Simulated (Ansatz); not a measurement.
Where the states of LiCl lie

```xyz
4
Lattice="3.9261 0.0000 0.0000 -1.9630 3.4001 0.0000 0.0000 0.0000 6.2869" Properties=species:S:1:pos:R:3 pbc="T T T"
Li    0.0000    2.2667   -0.0152
Li    1.9630    1.1334    3.1282
Cl    0.0000    2.2667    2.3791
Cl    1.9630    1.1334    5.5226
```

Conventional cell: a = 3.926 Å, b = 3.926 Å, c = 6.287 Å, α = 90.00°, β = 90.00°, γ = 120.00°. Around Li (atom 1) lie 4 Cl at 2.39 Å. Around Cl (atom 3) lie 4 Li at 2.39 Å.

The structure comes from a relaxation in the same program, started in the wurtzite type, and has space group P6_3mc. Whether it is a known phase or the ground state wasn't checked.

All numbers below come from DFT, PBE, all-electron LAPW, scalar-relativistic (Ansatz 0.2.0).

Sampling and basis: a Γ-centred 10×10×6 k mesh, Fermi–Dirac smearing of 0.05 eV, basis error target 1 meV/atom, no spin polarisation.

States per eV and cell, averaged over 0.4 eV, from -2.2 to 0.0 eV, with energies (bin centres) from the valence-band top; empty bins are left out. The partial columns, the largest 2 alone, are projections on Löwdin-orthogonalised atomic shells (those that the program's projection atoms carry: the occupied ones and, for some elements, an empty d or f shell; other empty shells have no column), summed over atoms of an element. Weights on diffuse s and p shells depend on that basis and aren't pure angular character.

| E (eV) | total | Cl 3p | Li 2s |
| --- | --- | --- | --- |
| -2.1 | 0.12 | 0.11 | 0.01 |
| -1.7 | 6.01 | 5.55 | 0.39 |
| -1.3 | 4.74 | 4.41 | 0.25 |
| -0.9 | 6.93 | 6.72 | 0.12 |
| -0.5 | 10.39 | 10.25 | 0.04 |
| -0.1 | 1.80 | 1.79 | 0.00 |

Question: Which of the resolved shells contributes most in the top eV of the valence band?

Answer: Cl 3p, with 98 % of all states there; Li 2s follows with 1 %.
